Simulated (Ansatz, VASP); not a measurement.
## BN in VASP and in Ansatz

The input INCAR:

```
SYSTEM = BN
PREC = Accurate
ENCUT = 520
EDIFF = 1E-7
ISMEAR = 0
SIGMA = 0.016
LREAL = .False.
LASPH = .True.
NELM = 60
ALGO = Normal
ISIF = 2
LWAVE = .False.
LCHARG = .True.
GGA = PE
LELF = .True.
LVHAR = .True.
NBANDS = 16
```

The input KPOINTS:

```
Automatic mesh
0
Gamma
  12 12 6
  0 0 0
```

Contents of POSCAR:

```
BN
1.0
    2.5539396017      0.0000000000      0.0000000000
   -1.2769698009      2.2117765748      0.0000000000
    0.0000000000      0.0000000000      4.2268550000
N B
2 2
Direct
    0.3333333333      0.6666666667      0.1252760000
    0.6666666667      0.3333333333      0.6252760000
    0.3333333333      0.6666666667      0.4997240000
    0.6666666667      0.3333333333      0.9997240000
```

Contents of input.yaml:

```yaml
crystal:
  lattice:
    - [2.5539396017, 0.0, 0.0]
    - [-1.2769698009, 2.2117765748, 0.0]
    - [0.0, 0.0, 4.226855]
  atoms:
    - { symbol: "N", position: [0.3333333333, 0.6666666667, 0.125276] }
    - { symbol: "N", position: [0.6666666667, 0.3333333333, 0.625276] }
    - { symbol: B, position: [0.3333333333, 0.6666666667, 0.499724] }
    - { symbol: B, position: [0.6666666667, 0.3333333333, 0.999724] }
hamiltonian:
  xc: pbe
  pseudopotentials: { kind: paw }
kpoints:
  mp_grid: { grid: [12, 12, 6] }
scf:
  occupations: { method: gaussian, width: 0.016 }
output:
  forces: true
  stress: true
  eigenvalues: true
  write_density: true
  write_potential: true
  elf: true
  volumetric_format: npy
```

Measurements of this composition are mostly on another form, of space group No. 194.

Alike in both runs: task single point; functional PBE; k mesh 12 × 12 × 6; occupations gaussian, width 0.016 eV; no spin polarisation.

|  | VASP | Ansatz |
| --- | --- | --- |
| version | VASP 6.6.1 | Ansatz 0.2.0 |
| potentials or method | VASP PAW PBE potentials, release 64 (N, B) | Ansatz PAW |
| plane-wave cutoff (eV) | 520 | 420 |
| valence electrons in the cell | 16 | 16 |

VASP gave:

| Quantity | Value |
| --- | --- |
| gap on the k mesh at the Fermi level (eV) | 5.20 |
| least direct gap on the mesh (eV) | 8.23 |
| pressure (GPa) | 0.2 |
| largest component of the traceless stress (GPa) | 0.52 |
| rms of the force components (eV/Å) | 0.008 |

What did Ansatz give for the same quantities?

gap on the k mesh at the Fermi level (eV): 5.21; least direct gap on the mesh (eV): 8.24; pressure (GPa): 0.0; largest component of the traceless stress (GPa): 0.48; rms of the force components (eV/Å): 0.009.

Atom by atom the forces differ by 0.001 eV/Å (rms over components).

Caveats: the pressure holds a Pulay correction of +1.1 GPa for the finite cutoff (Ansatz). A k mesh can miss the band edges. PBE gaps usually lie below the measured ones, often by a third to a half.
